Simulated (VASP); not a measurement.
# WSe2 (P6_3/mmc) in VASP: further runs, part 2 of 2

VASP 6.6.1. Earlier steps stand in the parts before.

## (4) Band structure, LDA

This run uses another cell than the first one, of 19.88 Å³/atom, 0.964 times its volume.

Contents of INCAR:

```
ALGO = Normal ; EDIFF = 1E-6
ENCUT = 520 ; ISIF = 2
ISMEAR = 0 ; KPAR = 4
LASPH = True ; LCHARG = False
LMAXMIX = 4 ; LREAL = False
LWAVE = False ; NBANDS = 35
NELM = 80 ; PREC = Accurate
SIGMA = 0.03
```

Contents of KPOINTS:

```
k-points
0
Gamma
  9 9 2
```

Contents of POSCAR:

```
WSe2                                    
1.0
    3.2813445319      0.0000000000      0.0000000000
   -1.6406722659      2.8417277232      0.0000000000
    0.0000000000      0.0000000000     12.7916582910
  W               Se            
     2     4
Direct
     0.3333333332999970    0.6666666667000030    0.2500000000000000
     0.6666666667000030    0.3333333332999970    0.7500000000000000
     0.3333333332999970    0.6666666667000030    0.6181949413819581
     0.6666666667000030    0.3333333332999970    0.1181949413819581
     0.3333333332999970    0.6666666667000030    0.8818050586180419
     0.6666666667000030    0.3333333332999970    0.3818050586180419
```

KPOINTS_OPT is that of step 3.

Potentials or basis: VASP PAW LDA potentials, release 64 (W_sv, Se).

Started as:

```sh
$ cat potpaw_LDA.64/W_sv/POTCAR potpaw_LDA.64/Se/POTCAR > POTCAR
$ mpirun -np 4 vasp_std > vasp.out
```

Run time: 55 s. Hardware: 4 MPI ranks of Intel Xeon 6975P-C (Granite Rapids), shared host; peak memory 0.28 GiB.

The run converged. Its results:

```
Free energy             : -48.4574 eV
Pressure                : -3.6 GPa
Largest force           : 0.455 eV/Å
Band gap on the k mesh  : 0.94 eV, indirect (least direct gap 1.55 eV)
Band gap along the path : 0.81 eV, indirect (least direct gap 1.55 eV)
```

Forces on the atoms (eV/Å):
```
W    0.000  0.000  0.000
W    0.000  0.000  0.000
Se   0.000  0.000  0.455
Se   0.000  0.000  0.455
Se   0.000  0.000 -0.455
Se   0.000  0.000 -0.455
```

Stress tensor (GPa, compression positive):
```
-3.41  0.00  0.00
 0.00 -3.41  0.00
 0.00  0.00 -3.89
```

Levels at the corners of the path, in eV from the valence-band top:
```csv
point,band 24,band 25,band 26,band 27,band 28,band 29
Γ,-1.22,-0.91,0.00,2.61,2.61,2.66
M,-1.35,-1.28,-1.02,2.10,2.15,2.21
M,-1.35,-1.28,-1.02,2.10,2.15,2.21
K,-2.52,-0.51,-0.21,1.34,1.34,1.66
K,-2.52,-0.51,-0.21,1.34,1.34,1.66
Γ,-1.22,-0.91,0.00,2.61,2.61,2.66
Γ,-1.22,-0.91,0.00,2.61,2.61,2.66
A,-1.50,-0.20,-0.20,2.61,2.61,2.61
A,-1.50,-0.20,-0.20,2.61,2.61,2.61
L,-1.34,-1.19,-1.19,2.12,2.12,2.47
L,-1.34,-1.19,-1.19,2.12,2.12,2.47
H,-2.77,-0.39,-0.39,1.34,1.34,2.28
H,-2.77,-0.39,-0.39,1.34,1.34,2.28
A,-1.50,-0.20,-0.20,2.61,2.61,2.61
L,-1.34,-1.19,-1.19,2.12,2.12,2.47
M,-1.35,-1.28,-1.02,2.10,2.15,2.21
K,-2.52,-0.51,-0.21,1.34,1.34,1.66
H,-2.77,-0.39,-0.39,1.34,1.34,2.28
```

Caveat: spin-orbit coupling is left out, which moves the levels of the heavy elements; the mesh misses the band edges, which the band path finds closer together.

## (5) Band structure, r2SCAN

This run uses another cell than the first one, of 19.88 Å³/atom, 0.964 times its volume.

Contents of INCAR:

```
ALGO = Normal ; EDIFF = 1E-6
ENCUT = 520 ; ISIF = 2
ISMEAR = 0 ; KPAR = 4
LASPH = True ; LCHARG = False
LMAXMIX = 4 ; LMIXTAU = True
LREAL = False ; LWAVE = False
METAGGA = R2SCAN ; NBANDS = 35
NELM = 80 ; PREC = Accurate
SIGMA = 0.03
```

KPOINTS is that of step 4.

POSCAR is that of step 4.

KPOINTS_OPT is that of step 4.

Potentials or basis: VASP PAW PBE potentials, release 64 (W_sv, Se).

Started as:

```sh
$ cat potpaw_PBE.64/W_sv/POTCAR potpaw_PBE.64/Se/POTCAR > POTCAR
$ mpirun -np 4 vasp_std > vasp.out
```

OUTCAR:

```text
EDIFF = 1E-6
   ENCUT = 520
   ISIF = 2
   ISMEAR = 0
   LASPH = True
   LREAL = False
   METAGGA = R2SCAN
   NELM = 80
   PREC = Accurate

 ion  position               nearest neighbor table
   1  0.333  0.667  0.250-   4 2.54   6 2.54   4 2.54   6 2.54   4 2.54   6 2.54
   2  0.667  0.333  0.750-   3 2.54   5 2.54   3 2.54   5 2.54   3 2.54   5 2.54
   3  0.333  0.667  0.618-   2 2.54   2 2.54   2 2.54
   4  0.667  0.333  0.118-   1 2.54   1 2.54   1 2.54
   5  0.333  0.667  0.882-   2 2.54   2 2.54   2 2.54
   6  0.667  0.333  0.382-   1 2.54   1 2.54   1 2.54

  LATTYP: Found a hexagonal cell.
 ALAT       =     3.2813445319
 C/A-ratio  =     3.8982978370

  Lattice vectors:

 A1 = (   3.2813445319,   0.0000000000,   0.0000000000)
 A2 = (  -1.6406722659,   2.8417277232,   0.0000000000)
 A3 = (   0.0000000000,   0.0000000000,  12.7916582910)

Analysis of symmetry for initial positions (statically):
[... 181 lines left out ...]
  energy without entropy =     -163.47665204  energy(sigma->0) =     -163.47665204

 E-fermi :   6.5108     XC(G=0): -11.5495

 val. band max:        6.3376036876   @ k =   0.0000   0.0000   0.0000
 cond. band min:       7.4496518963   @ k =   0.2222   0.1111   0.0000
 fundamental gap:      1.1120482087
 Fermi energy:         6.5108135006

 k-point     1 :       0.0000    0.0000    0.0000
  band No.  band energies     occupation
      1     -69.9957      2.00000
      2     -69.9956      2.00000
      3     -33.5933      2.00000
      4     -33.5933      2.00000
      5     -33.4540      2.00000
      6     -33.4540      2.00000
[... 901 lines left out ...]
     34      10.9537      0.00000
     35      12.9388      0.00000

------------------------ aborting loop because EDIFF is reached ----------------------------------------

  FORCE on cell =-STRESS in cart. coord.  units (eV):
  Direction    XX          YY          ZZ          XY          YZ          ZX
  --------------------------------------------------------------------------------------
  -------------------------------------------------------------------------------------
  Total        1.9146411      1.9146411      0.5351445      0.0000000     -0.0000000      0.0000000
  in kB       25.7179780     25.7179780      7.1882065      0.0000000     -0.0000000      0.0000000
  external PRESSURE =      19.5413875 kB  Pullay stress =       0.0000000 kB

 VOLUME and BASIS-vectors are now :
 -----------------------------------------------------------------------------
  energy-cutoff  :      520.00
  volume of cell :      119.28
      direct lattice vectors                 reciprocal lattice vectors
     3.281344532  0.000000000  0.000000000     0.304753125  0.175949299  0.000000000
    -1.640672266  2.841727723  0.000000000     0.000000000  0.351898597  0.000000000
     0.000000000  0.000000000 12.791658291     0.000000000  0.000000000  0.078175947

 POSITION                                       TOTAL-FORCE (eV/Angst)
 -----------------------------------------------------------------------------------
     -0.00000      1.89449      3.19791        -0.000000     -0.000000      0.000000
      1.64067      0.94724      9.59374         0.000000     -0.000000      0.000000
     -0.00000      1.89449      7.90774        -0.000000      0.000000      0.358436
      1.64067      0.94724      1.51191        -0.000000     -0.000000      0.358436
     -0.00000      1.89449     11.27975         0.000000      0.000000     -0.358436
      1.64067      0.94724      4.88392         0.000000      0.000000     -0.358436
 -----------------------------------------------------------------------------------
    total drift:                               -0.000000      0.000000     -0.000000

  FREE ENERGIE OF THE ION-ELECTRON SYSTEM (eV)
  ---------------------------------------------------
  free  energy   TOTEN  =      -163.4766520435 eV

  energy  without entropy=     -163.4766520435  energy(sigma->0) =     -163.47665204
```

Run time: 3.1 min. Hardware: 4 MPI ranks of Intel Xeon 6975P-C (Granite Rapids), shared host; peak memory 0.34 GiB.

What came out:

| Item | Value |
| --- | --- |
| Free energy | -163.4767 eV |
| Pressure | 2.0 GPa |
| Largest force | 0.358 eV/Å |
| Band gap on the k mesh | 1.11 eV, indirect (least direct gap 1.68 eV) |
| Band gap along the path | 0.99 eV, indirect (least direct gap 1.68 eV) |

Forces in eV/Å, atoms in the order of the input:
```
W    0.000  0.000  0.000
W    0.000  0.000  0.000
Se   0.000  0.000  0.358
Se   0.000  0.000  0.358
Se   0.000  0.000 -0.358
Se   0.000  0.000 -0.358
```

Levels at the corners of the path, in eV from the valence-band top:
```csv
point,band 22,band 23,band 24,band 25,band 26,band 27,band 28,band 29,band 30,band 31
Γ,-1.57,-1.57,-1.22,-1.09,0.00,2.74,2.74,2.76,2.76,2.81
M,-2.62,-1.57,-1.52,-1.38,-1.20,2.26,2.31,2.40,2.80,3.21
M,-2.62,-1.57,-1.52,-1.38,-1.20,2.26,2.31,2.40,2.80,3.21
K,-4.15,-2.73,-2.73,-0.51,-0.22,1.46,1.46,1.90,3.21,3.21
K,-4.15,-2.73,-2.73,-0.51,-0.22,1.46,1.46,1.90,3.21,3.21
Γ,-1.57,-1.57,-1.22,-1.09,0.00,2.74,2.74,2.76,2.76,2.81
Γ,-1.57,-1.57,-1.22,-1.09,0.00,2.74,2.74,2.76,2.76,2.81
A,-1.61,-1.61,-1.61,-0.23,-0.23,2.74,2.74,2.74,2.74,2.94
A,-1.61,-1.61,-1.61,-0.23,-0.23,2.74,2.74,2.74,2.74,2.94
L,-2.79,-1.45,-1.45,-1.36,-1.36,2.28,2.28,2.63,2.63,3.64
L,-2.79,-1.45,-1.45,-1.36,-1.36,2.28,2.28,2.63,2.63,3.64
H,-3.60,-2.98,-2.98,-0.39,-0.39,1.46,1.46,2.50,2.50,3.34
H,-3.60,-2.98,-2.98,-0.39,-0.39,1.46,1.46,2.50,2.50,3.34
A,-1.61,-1.61,-1.61,-0.23,-0.23,2.74,2.74,2.74,2.74,2.94
L,-2.79,-1.45,-1.45,-1.36,-1.36,2.28,2.28,2.63,2.63,3.64
M,-2.62,-1.57,-1.52,-1.38,-1.20,2.26,2.31,2.40,2.80,3.21
K,-4.15,-2.73,-2.73,-0.51,-0.22,1.46,1.46,1.90,3.21,3.21
H,-3.60,-2.98,-2.98,-0.39,-0.39,1.46,1.46,2.50,2.50,3.34
```

Caveat: the PAW data sets were made with another functional, which shifts forces and pressure a little; spin-orbit coupling is left out, which moves the levels of the heavy elements; the mesh misses the band edges, which the band path finds closer together.

## (6) Band structure, PBE, spin-orbit coupling, no magnetisation

This run uses another cell than the first one, of 19.88 Å³/atom, 0.964 times its volume.

Contents of INCAR:

```
ALGO = Normal ; EDIFF = 1E-6
ENCUT = 520 ; GGA = PE
GGA_COMPAT = False ; ISIF = 2
ISMEAR = 0 ; KPAR = 4
LASPH = True ; LCHARG = False
LMAXMIX = 4 ; LORBIT = 11
LREAL = False ; LSORBIT = True
LWAVE = False ; MAGMOM = 0 0 0 0 0 0 0 0 0 0 0 0 0 0 0 0 0 0
NBANDS = 68 ; NELM = 80
PREC = Accurate ; SIGMA = 0.03
```

KPOINTS is that of step 5.

POSCAR is that of step 5.

KPOINTS_OPT is that of step 5.

Potentials or basis: VASP PAW PBE potentials, release 64 (W_sv, Se).

Started as:

```sh
$ cat potpaw_PBE.64/W_sv/POTCAR potpaw_PBE.64/Se/POTCAR > POTCAR
$ mpirun -np 4 vasp_ncl > vasp.out
```

It took 5.9 min on 4 MPI ranks of Intel Xeon 6975P-C (Granite Rapids), shared host; peak memory 0.79 GiB.

The run converged. Its results:

| Property | Result |
| --- | --- |
| Free energy | -44.7182 eV |
| Pressure | 4.2 GPa |
| Largest force | 0.031 eV/Å |
| Valence electrons inside the program's atomic spheres | W 11.98; Se 3.90 |

Forces on the atoms (eV/Å):
```
W    0.000  0.000  0.000
W    0.000  0.000  0.000
Se   0.000  0.000 -0.031
Se   0.000  0.000 -0.031
Se   0.000  0.000  0.031
Se   0.000  0.000  0.031
```

Stress tensor (GPa, compression positive):
```
4.14 0.00 0.00
0.00 4.14 0.00
0.00 0.00 4.31
```

Caveat: this functional lacks dispersion, which binds the layers, so the pressure and a relaxed spacing across them are unreliable.

## (7) Summary

| task | level | potentials or basis | spin | cell | cutoff (eV) | by perturbation theory | gap on the mesh (eV) | pressure (GPa) | largest force (eV/Å) |
| --- | --- | --- | --- | --- | --- | --- | --- | --- | --- |
| phonons | rev-vdW-DF2 | VASP PAW PBE potentials, release 64 (W_sv, Se) | off | P6_3/mmc, 20.63 Å³/atom | 600 | no | - | - | - |
| band structure | PBE | VASP PAW PBE potentials, release 64 (W_sv, Se) | off | P6_3/mmc, 19.88 Å³/atom | 520 | - | 0.99 | 3.9 | - |
| band structure | LDA | VASP PAW LDA potentials, release 64 (W_sv, Se) | off | P6_3/mmc, 19.88 Å³/atom | 520 | - | 0.94 | -3.6 | 0.46 |
| band structure | r2SCAN | VASP PAW PBE potentials, release 64 (W_sv, Se) | off | P6_3/mmc, 19.88 Å³/atom | 520 | - | 1.11 | 2.0 | 0.36 |
| band structure | PBE | VASP PAW PBE potentials, release 64 (W_sv, Se) | SOC, no magnetisation | P6_3/mmc, 19.88 Å³/atom | 520 | - | - | 4.2 | 0.03 |

Alike in all rows: k mesh 9 × 9 × 2; smearing gaussian 0.03 eV.

Caveats: spin-orbit coupling is left out, which moves the levels of the heavy elements (some runs); the mesh misses the band edges, which the band path finds closer together (some runs); the PAW data sets were made with another functional, which shifts forces and pressure a little (some runs); this functional lacks dispersion, which binds the layers, so the pressure and a relaxed spacing across them are unreliable (some runs).

Absolute energies hang on the potentials; compare differences alone.

## (8) How close it comes

Step 3. A measured gap of WSe2 is 1.3 eV (indirect; “Time-resolved XUV ARPES with tunable 24–33 eV laser pulses at 30 meV resolution”, 2019, pmc:6684652); the calculated 0.87 eV misses it by -0.43 eV. Spin-orbit coupling on Se, W is left out. The value is that of PBE, without temperature or zero-point motion. Semilocal functionals fall short of measured gaps as a rule.

Step 4. Measured gap of WSe2: 1.3 eV (indirect; “Time-resolved XUV ARPES with tunable 24–33 eV laser pulses at 30 meV resolution”, 2019, pmc:6684652). This calculation gives 0.81 eV (-0.49 eV). Spin-orbit coupling on Se, W is left out. The value is that of LDA, without temperature or zero-point motion. Semilocal functionals fall short of measured gaps as a rule.

Step 5. A measured gap of WSe2 is 1.3 eV (indirect; “Time-resolved XUV ARPES with tunable 24–33 eV laser pulses at 30 meV resolution”, 2019, pmc:6684652); the calculated 0.99 eV misses it by -0.31 eV. Spin-orbit coupling on Se, W is left out. The value is that of r2SCAN, without temperature or zero-point motion.
